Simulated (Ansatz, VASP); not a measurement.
**One calculation of GaN, two programs**

INCAR

```
SYSTEM = GaN
PREC     = Accurate       ! precision mode
ENCUT    = 520            ! plane-wave cutoff, eV
EDIFF    = 1E-6           ! SCF threshold, eV
ISMEAR   = -1             ! smearing method
SIGMA    = 0.05           ! smearing width, eV
LREAL    = .False.        ! projectors in reciprocal space
LASPH    = .True.         ! aspherical terms in the spheres
NELM     = 100            ! most SCF steps
ALGO     = Normal         ! electronic algorithm
ISIF     = 2              ! what is computed and relaxed
LWAVE    = .False.        ! write WAVECAR
LCHARG   = .False.        ! write CHGCAR
GGA      = CA             ! functional
NBANDS   = 16             ! bands
```

The input KPOINTS:

```
regular mesh
0
Gamma
  11 11 11
  0 0 0
```

POSCAR

```
GaN
1.0
    0.0000000000      2.1493760412      2.1493760412
    2.1493760412      0.0000000000      2.1493760412
    2.1493760412      2.1493760412      0.0000000000
Ga N
1 1
Direct
    0.0000000000      0.0000000000      0.0000000000
    0.5000000000      0.5000000000      0.5000000000
```

input.yaml

```yaml
crystal:
  lattice:
    - [0.0, 2.1493760412, 2.1493760412]
    - [2.1493760412, 0.0, 2.1493760412]
    - [2.1493760412, 2.1493760412, 0.0]
  atoms:
    - { symbol: Ga, position: [0.0, 0.0, 0.0] }
    - { symbol: "N", position: [0.5, 0.5, 0.5] }
hamiltonian:
  xc: lda
  pseudopotentials: { kind: paw }
kpoints:
  mp_grid: { grid: [11, 11, 11] }
scf:
  occupations: { method: fermi_dirac, width: 0.05 }
output:
  forces: true
  stress: true
  eigenvalues: true
```

Measurements of this composition are mostly on another form, of space group No. 186.

Alike in both runs: task single point; functional LDA; k mesh 11 × 11 × 11; occupations fermi-dirac, width 0.05 eV; no spin polarisation.

```csv
,VASP,Ansatz
version,VASP 6.6.1,Ansatz 0.2.0
potentials or method,"VASP PAW LDA potentials, release 64 (Ga_d, N)",Ansatz PAW
plane-wave cutoff (eV),520,420
valence electrons in the cell,18,18
```

Ansatz gave:

| Property | Result |
| --- | --- |
| gap on the k mesh at the Fermi level (eV) | 0.23 |
| least direct gap on the mesh (eV) | 2.18 |
| pressure (GPa) | -17.0 |

Which values does VASP return?

gap on the k mesh at the Fermi level (eV): 0.25; least direct gap on the mesh (eV): 2.21; pressure (GPa): -16.0.

Caveats: so large a pressure means that the cell lies far from this level's equilibrium, or that cutoff or potentials fall short (VASP); an odd mesh through Γ misses points on the zone boundary, where band edges often lie (VASP); odd divisions of the mesh miss points on the zone boundary, where band edges often lie, so the gap on the mesh can be too wide (Ansatz); the pressure holds a Pulay correction of +0.7 GPa for the finite cutoff (Ansatz); the PAW data sets come from PBE, with cores solved anew for the run's functional, which leaves a small shift of forces and pressure (Ansatz).
